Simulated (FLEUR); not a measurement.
# P (R-3m) in FLEUR: a series of runs, part 2 of 2

FLEUR MaX-R8.1 (later development tree). Earlier steps stand in the parts before.

## Step 3: Relaxation of the atoms, PBEsol, collinear spin, ferromagnetic start (atoms moved at random, drawn with an rms of 0.1 Å)

The input, inp.xml:

```xml
<?xml version="1.0" encoding="UTF-8" standalone="no"?>
<fleurInput fleurInputVersion="0.39">
   <comment>
      P                                                                                                   
   </comment>
   <calculationSetup>
      <cutoffs Kmax="4.28" Gmax="13.3" GmaxXC="13.3" numbands="0"/>
      <scfLoop itmax="60" minDistance="0.00001" maxIterBroyd="15" imix="Anderson" alpha="0.05" precondParam="0.0" spinf="2.0" sdNocoIR="T"/>
      <coreElectrons ctail="T" frcor="F" kcrel="0" coretail_lmax="0"/>
      <xcFunctional name="PBEs" relativisticCorrections="F"/>
      <magnetism jspins="2"/>
      <soc l_soc="F" theta="0.0" phi="0.0" spav="F"/>
      <expertModes spex="0" secvar="F"/>
      <geometryOptimization l_f="T" forcealpha="1.0" forcemix="BFGS" epsdisp="0.0005" epsforce="0.0005"/>
      <ldaU l_linMix="F" mixParam="0.05" spinf="1.0"/>
   </calculationSetup>
   <cell>
      <bzIntegration valenceElectrons="22.0" mode="hist" fermiSmearingEnergy="0.00073499">
         <kPointListSelection listName="default-1"/>
         <!-- k-points included here -->
         <xi:include xmlns:xi="http://www.w3.org/2001/XInclude" href="kpts.xml"> </xi:include>
      </bzIntegration>
      <!-- symmetry operations included here -->
      <xi:include xmlns:xi="http://www.w3.org/2001/XInclude" href="sym.xml"> </xi:include>
      <bulkLattice scale="1.0">
         <bravaisMatrix>
            <row-1>    3.2611479527465850     1.8828246484504163     5.9142380805038144</row-1>
            <row-2>   -3.2611479527465850     1.8828246484504163     5.9142380805038144</row-2>
            <row-3>    0.0000000000000000    -3.7656492967118598     5.9142380805038144</row-3>
         </bravaisMatrix>
      </bulkLattice>
   </cell>
   <atomSpecies>
      <species name="Phosphorou.500" element="P" atomicNumber="15">
         <mtSphere radius="1.94" gridPoints="641" logIncrement="0.018"/>
         <atomicCutoffs lmax="8" lnonsphr="6"/>
         <electronConfig flipSpins="F">
            <coreConfig>(1s1/2) (2s1/2)</coreConfig>
            <valenceConfig>(2p1/2) (2p3/2) (3s1/2) (3p1/2) (3p3/2)</valenceConfig>
            <stateOccupation state="(3p1/2)" spinUp="0.5" spinDown="0.5"/>
            <stateOccupation state="(3p3/2)" spinUp="1.25" spinDown="0.75"/>
         </electronConfig>
         <energyParameters s="3" p="3" d="3" f="4"/>
         <lo type="SCLO" l="1" n="2" eDeriv="0"/>
         <lo type="SCLO" l="0" n="3" eDeriv="2"/>
         <lo type="SCLO" l="2" n="3" eDeriv="2"/>
         <lo type="SCLO" l="3" n="4" eDeriv="2"/>
      </species>
   </atomSpecies>
   <atomGroups>
      <atomGroup species="Phosphorou.500">
         <relPos label="                   1">-.2114305000 -.2316505000 -.2276395000</relPos>
         <relPos label="                   2">.2114305000 .2316505000 .2276395000</relPos>
         <force calculate="T" relaxXYZ="TTT"/>
      </atomGroup>
   </atomGroups>
   <output dos="F" band="F" slice="F">
      <checks vchk="F" cdinf="F"/>
      <bandDOS minEnergy="-.5*Htr" maxEnergy="0.5*Htr" sigma="0.015" storeEVData="T"/>
      <vacuumDOS vacdos="F" integ="F" star="F" nstars="0" locx1="0.0" locy1="0.0" locx2="0.0" locy2="0.0" nstm="0" tworkf="0.0"/>
      <unfoldingBand unfoldBand="F" supercellX="1" supercellY="1" supercellZ="1"/>
      <plotting iplot="0" polar="F">
         <plot TwoD="T" vec1="  1.0  0.0  0.0" vec2="  0.0  1.0  0.0" vec3="  0.0  0.0  1.0" zero="  0.0  0.0  0.0" file="plot"/>
      </plotting>
      <chargeDensitySlicing numkpt="0" minEigenval="0.0" maxEigenval="0.0" nnne="0" pallst="F"/>
      <specialOutput eonly="F"/>
      <moessbauerParams electricFieldGradient="T" isomerShift="T" coreHyperfine="T" valenceHyperfine="T"/>
      <magneticCircularDichroism mcd="F" energyLo="-10.0" energyUp="0.0"/>
   </output>
  <!-- We include the file relax.xml here to enable relaxations (see documentation) -->
  <xi:include xmlns:xi="http://www.w3.org/2001/XInclude" href="relax.xml"> <xi:fallback/> </xi:include>
</fleurInput>
```

The input, crystal.txt:

```
P
&input cartesian=F /
1.7257251780  0.9963478961  3.1296800121
-1.7257251780  0.9963478961  3.1296800121
0.0000000000  -1.9926957921  3.1296800121
1.8897261246
1.0 1.0 1.0

2
15 0.7982680000  0.7377380000  0.7922570000 : 0.500
15 0.2211290000  0.2010390000  0.2475360000 : 0.500

&kpt div1=5 div2=5 div3=5 gamma=T /
```

Potentials or basis: all-electron, FLAPW.

Command:

```sh
inpgen -f crystal.txt -profile fastHighL
# inp.xml edited to the form shown
fleur_MPI   # started 7 times, once a step
```

What it wrote:

```text
[run 1 of the program]

      Welcome to FLEUR        (www.flapw.de)
      MaX-Release 8.1          (www.max-centre.eu)

 ========== k-point set info ==========
 Selected k-point list: default-1
 k-point list type: mesh
 5 x 5 x 5
 Number of k points: 63

 ------------Calculation Setup---------------------------
 Number of MPI-tasks      :            1
 Number of PE/node        :            1
 Number of OMP-threads    :            1
 Most efficient MPI parallelization for:
           1           3           7           9          21          63
 Additional eigenvalue parallelization possible
 Number of basis functions:          355
 Approximate size of matrices (H+S) per k-point:         0.002 GB
 --------------------------------------------------------
 Iteration:     1   Distance:       6.99514454 me/bohr^3
 Iteration:     2   Distance:       6.59586945 me/bohr^3
 Iteration:     3   Distance:       1.73212221 me/bohr^3
 Iteration:     4   Distance:       1.77581332 me/bohr^3
 Iteration:     5   Distance:       0.43112101 me/bohr^3
 Iteration:     6   Distance:       0.47260403 me/bohr^3
 Iteration:     7   Distance:       0.18907001 me/bohr^3
 Iteration:     8   Distance:       0.17914270 me/bohr^3
 Iteration:     9   Distance:       0.04107108 me/bohr^3
 Iteration:    10   Distance:       0.03820925 me/bohr^3
 Iteration:    11   Distance:       0.00716143 me/bohr^3
 Iteration:    12   Distance:       0.01482894 me/bohr^3
 Iteration:    13   Distance:       0.00201898 me/bohr^3
 Iteration:    14   Distance:       0.00162382 me/bohr^3
 Iteration:    15   Distance:       0.00060044 me/bohr^3
 Iteration:    16   Distance:       0.00057933 me/bohr^3
 Iteration:    17   Distance:       0.00027099 me/bohr^3
 Iteration:    18   Distance:       0.00005518 me/bohr^3
 Iteration:    19   Distance:       0.00001534 me/bohr^3
 Iteration:    20   Distance:       0.00001223 me/bohr^3
 Iteration:    21   Distance:       0.00000377 me/bohr^3
 Reset of history

 ********************************************************************
 Run finished successfully
 Stop message:
   Structural relaxation: new displacements generated
 ********************************************************************
```

relax.xml:

```text
 <!-- Attention, absolute coordinates used here -->
 <relaxation>
   <displacements>
    <displace>  -0.0668300221   -0.0212606998   -0.0770736221 </displace>
  </displacements>
   <relaxation-history>
    <step energy="     -683.0499920651">
      <posforce>   0.0659404116    0.0229666950   -3.9668007225   -0.0050014033   -0.0015165335   -0.0126771397 </posforce>
    </step>
    <step energy="     -683.0503207545">
      <posforce>   0.0609390083    0.0214501615   -3.9794778622   -0.0040600192   -0.0012489360   -0.0103725505 </posforce>
    </step>
    <step energy="     -683.0511816427">
      <posforce>   0.0393898090    0.0143805907   -4.0365449724   -0.0015586213   -0.0003337748   -0.0012856542 </posforce>
    </step>
    <step energy="     -683.0512228101">
      <posforce>   0.0291613813    0.0120937373   -4.0455290133   -0.0010236866   -0.0002605246    0.0004860592 </posforce>
    </step>
    <step energy="     -683.0512440033">
      <posforce>   0.0180384763    0.0093524099   -4.0458388145   -0.0005476635   -0.0002509354    0.0005193659 </posforce>
    </step>
    <step energy="     -683.0512504243">
      <posforce>   0.0040923153    0.0045790293   -4.0438613687   -0.0001167731   -0.0001520578    0.0000101782 </posforce>
    </step>
    <step energy="     -683.0512504753">
      <posforce>  -0.0008640667    0.0021950910   -4.0438552449    0.0000259886   -0.0000718944   -0.0000059953 </posforce>
    </step>
   </relaxation-history>
 </relaxation>
```

out.xml (last iteration):

```text
<iteration numberForCurrentRun="   11" overallNumber="   91">
         <energyParameters units="Htr">
            <atomicEP atomType="1" spin="1" branch="3s" branchLowest="-5.87" branchHighest="1.23" value="-0.1718523496"/>
            <atomicEP atomType="1" spin="1" branch="3p" branchLowest="-4.06" branchHighest="1.77" value="0.0422799737"/>
            <atomicEP atomType="1" spin="1" branch="3d" branchLowest="-9.99" branchHighest="2.22" value="0.2483755599"/>
[... 97 lines left out ...]
            </atomTypeDependentContributions>
            <tkbTimesEntropy value="0.0000478488"/>
            <freeEnergy value="-683.0512983242"/>
            <extrapolationTo0K value="-683.0512743998"/>
         </totalEnergy>
         <totalForcesOnRepresentativeAtoms units="Htr/bohr">
            <forceTotal atomType="1" x="-0.000864" y="0.002195" z="-4.043855" F_x="0.00002599" F_y="-0.00007189" F_z="-0.00000600"/>
         </totalForcesOnRepresentativeAtoms>
      </iteration>
```

It took 15 min on 1 thread of Arm Neoverse V1, shared host; peak memory 0.11 GiB.

Results:

```
Free energy                                           : -18586.7727 eV
Energy gained by relaxing                             : 17.2 meV/atom
Ionic steps                                           : 7
Largest force after relaxing                          : 0.004 eV/Å
Band gap on the k mesh                                : none (metal or under the smearing width)
Net moment                                            : 0.00 μB per cell
Valence electrons inside the program's atomic spheres : P 8.53 (radii P 1.94 bohr)
```

Forces on the atoms (eV/Å):
```
P    0.001 -0.004  0.000
P   -0.001  0.004  0.000
```

Step by step:
| step | energy change (eV) | largest force (eV/Å) |
| --- | --- | --- |
| 1 | 0.0000 | 0.7051 |
| 2 | -0.0093 | 0.5764 |
| 3 | -0.0325 | 0.1053 |
| 4 | -0.0335 | 0.0598 |
| 5 | -0.0340 | 0.0409 |
| 6 | -0.0344 | 0.0099 |
| 7 | -0.0344 | 0.0039 |

Final structure:
```
CELL_PARAMETERS angstrom
1.72573 0.99635 3.12968
-1.72573 0.99635 3.12968
0.00000 -1.99270 3.12968
ATOMIC_POSITIONS crystal
P 0.78184 0.74180 0.79159
P 0.23755 0.19698 0.24820
```

Levels at points of the mesh, in eV from the Fermi level:
Spin up:
| k point | band 7 | band 8 | band 9 | band 10 | band 11 | band 12 | band 13 | band 14 | band 15 | band 16 |
| --- | --- | --- | --- | --- | --- | --- | --- | --- | --- | --- |
| (0.00, 0.00, 0.00) | -16.46 | -3.56 | -3.16 | -2.79 | -2.77 | 1.44 | 2.71 | 2.73 | 5.71 | 5.73 |
Spin down:
```
           k point  band 9  band 10  band 11  band 12  band 13  band 14
(0.00, 0.00, 0.00)   -3.16    -2.79    -2.77     1.44     2.71     2.73
```

Core levels (eV from the Fermi level):
| atom | levels |
| --- | --- |
| 1 P | 1s1/2 -2075.9, 2s1/2 -169.3 |
| 2 P | 1s1/2 -2075.9, 2s1/2 -169.3 |

Caveat: the k mesh is coarse (spacing up to 0.44 Å⁻¹), so the values aren't converged.

## Step 4: Single point, PBE, collinear spin, ferromagnetic start

inp.xml: that of step 3 with these lines changed.

```diff
@@ -6,10 +6,10 @@
    <calculationSetup>
-      <cutoffs Kmax="4.28" Gmax="13.3" GmaxXC="13.3" numbands="0"/>
+      <cutoffs Kmax="4.5" Gmax="22.5" GmaxXC="22.5" numbands="0"/>
       <scfLoop itmax="60" minDistance="0.00001" maxIterBroyd="15" imix="Anderson" alpha="0.05" precondParam="0.0" spinf="2.0" sdNocoIR="T"/>
       <coreElectrons ctail="T" frcor="F" kcrel="0" coretail_lmax="0"/>
-      <xcFunctional name="PBEs" relativisticCorrections="F"/>
-      <magnetism jspins="2"/>
+      <xcFunctional name="pbe" relativisticCorrections="F"/>
+      <magnetism jspins="2" fixed_moment="0.25"/>
       <soc l_soc="F" theta="0.0" phi="0.0" spav="F"/>
       <expertModes spex="0" secvar="F"/>
-      <geometryOptimization l_f="T" forcealpha="1.0" forcemix="BFGS" epsdisp="0.0005" epsforce="0.0005"/>
+      <geometryOptimization l_f="F" forcealpha="1.0" forcemix="BFGS" epsdisp="0.00001" epsforce="0.00001"/>
       <ldaU l_linMix="F" mixParam="0.05" spinf="1.0"/>
@@ -17,3 +17,3 @@
    <cell>
-      <bzIntegration valenceElectrons="22.0" mode="hist" fermiSmearingEnergy="0.00073499">
+      <bzIntegration valenceElectrons="22.0" mode="hist" fermiSmearingEnergy="0.00183747">
          <kPointListSelection listName="default-1"/>
@@ -34,3 +34,3 @@
       <species name="Phosphorou.500" element="P" atomicNumber="15">
-         <mtSphere radius="1.94" gridPoints="641" logIncrement="0.018"/>
+         <mtSphere radius="2.01" gridPoints="665" logIncrement="0.017"/>
          <atomicCutoffs lmax="8" lnonsphr="6"/>
@@ -51,4 +51,4 @@
       <atomGroup species="Phosphorou.500">
-         <relPos label="                   1">-.2114305000 -.2316505000 -.2276395000</relPos>
-         <relPos label="                   2">.2114305000 .2316505000 .2276395000</relPos>
+         <relPos label="                   1">-.2270802500 -.2270802500 -.2270802500</relPos>
+         <relPos label="                   2">.2270802500 .2270802500 .2270802500</relPos>
          <force calculate="T" relaxXYZ="TTT"/>
```

The input, crystal.txt:

```
P
&input cartesian=F /
1.7257251780  0.9963478961  3.1296800121
-1.7257251780  0.9963478961  3.1296800121
0.0000000000  -1.9926957921  3.1296800121
1.8897261246
1.0 1.0 1.0

2
15 0.7729197500  0.7729197500  0.7729197500 : 0.500
15 0.2270802500  0.2270802500  0.2270802500 : 0.500

&kpt div1=9 div2=9 div3=9 gamma=T /
```

Potentials or basis: all-electron, FLAPW.

Command:

```sh
inpgen -f crystal.txt -profile moderate
# inp.xml edited to the form shown
fleur_MPI
```

What it wrote:

```text
Welcome to FLEUR        (www.flapw.de)
      MaX-Release 8.1          (www.max-centre.eu)

 ========== k-point set info ==========
 Selected k-point list: default-1
 k-point list type: mesh
 9 x 9 x 9
 Number of k points: 85

 ------------Calculation Setup---------------------------
 Number of MPI-tasks      :            1
 Number of PE/node        :            1
 Number of OMP-threads    :            1
 Most efficient MPI parallelization for:
           1           5          17          85
 Additional eigenvalue parallelization possible
 Number of basis functions:          401
 Approximate size of matrices (H+S) per k-point:         0.002 GB
 --------------------------------------------------------
 Iteration:     1   Distance:       6.88779901 me/bohr^3
 Iteration:     2   Distance:       6.49834023 me/bohr^3
 Iteration:     3   Distance:       1.63277781 me/bohr^3
 Iteration:     4   Distance:       0.70834379 me/bohr^3
 Iteration:     5   Distance:       0.16848377 me/bohr^3
 Iteration:     6   Distance:       0.03610193 me/bohr^3
 Iteration:     7   Distance:       0.02151912 me/bohr^3
 Iteration:     8   Distance:       0.00374264 me/bohr^3
 Iteration:     9   Distance:       0.00395261 me/bohr^3
 Iteration:    10   Distance:       0.00060929 me/bohr^3
 Iteration:    11   Distance:       0.00020916 me/bohr^3
 Iteration:    12   Distance:       0.00014185 me/bohr^3
 Iteration:    13   Distance:       0.00001938 me/bohr^3
 Iteration:    14   Distance:       0.00000475 me/bohr^3

 ********************************************************************
 Run finished successfully
 Stop message:
   all done
 ********************************************************************
```

out.xml (last iteration):

```text
<iteration numberForCurrentRun="   14" overallNumber="   14">
         <energyParameters units="Htr">
            <atomicEP atomType="1" spin="1" branch="3s" branchLowest="-5.87" branchHighest="1.07" value="-0.1381186959"/>
            <atomicEP atomType="1" spin="1" branch="3p" branchLowest="-4.05" branchHighest="1.60" value="0.0857270781"/>
            <atomicEP atomType="1" spin="1" branch="3d" branchLowest="-9.99" branchHighest="2.10" value="0.2981949534"/>
            <atomicEP atomType="1" spin="1" branch="4f" branchLowest="-9.99" branchHighest="4.62" value="0.4661486706"/>
            <loAtomicEP atomType="1" spin="1" branch="2p" branchLowest="-9.99" branchHighest="-4.05" value="-4.0556026217"/>
            <loAtomicEP atomType="1" spin="1" branch="3s" branchLowest="-5.87" branchHighest="1.07" value="-0.1381186959"/>
            <loAtomicEP atomType="1" spin="1" branch="3d" branchLowest="-9.99" branchHighest="2.10" value="0.2981943843"/>
            <loAtomicEP atomType="1" spin="1" branch="4f" branchLowest="-9.99" branchHighest="4.62" value="0.4661518289"/>
            <atomicEP atomType="1" spin="2" branch="3s" branchLowest="-5.87" branchHighest="1.07" value="-0.1335160117"/>
            <atomicEP atomType="1" spin="2" branch="3p" branchLowest="-4.05" branchHighest="1.61" value="0.0902168692"/>
[... 89 lines left out ...]
            <FockExchangeEnergyCore value="0.0000000000"/>
            <atomTypeDependentContributions atomType="1">
               <electronNucleiInteractionDifferentMTs value="804.1267208671"/>
               <MadelungTerm value="-19.1852455379"/>
            </atomTypeDependentContributions>
            <tkbTimesEntropy value="0.0002481080"/>
            <freeEnergy value="-684.1906077427"/>
            <extrapolationTo0K value="-684.1904836887"/>
         </totalEnergy>
         <densityConvergence units="me/bohr^3">
            <chargeDensity spin="1" distance="0.0000032085"/>
            <chargeDensity spin="2" distance="0.0000029362"/>
            <overallChargeDensity distance="0.0000047471"/>
            <spinDensity distance="0.0000039111"/>
         </densityConvergence>
      </iteration>
```

It took 89 s on 1 thread of Arm Neoverse V1, shared host; peak memory 0.12 GiB.

What came out:

```yaml
Free_energy: -18617.7749 eV
Net_moment: 0.25 μB per cell
Site_moments: P +0.06 μB
Valence_electrons_inside_the_program's_atomic_spheres: P 8.76 (radii P 2.01 bohr)
```

Caveat: the total moment is fixed, so each spin has its own Fermi level.
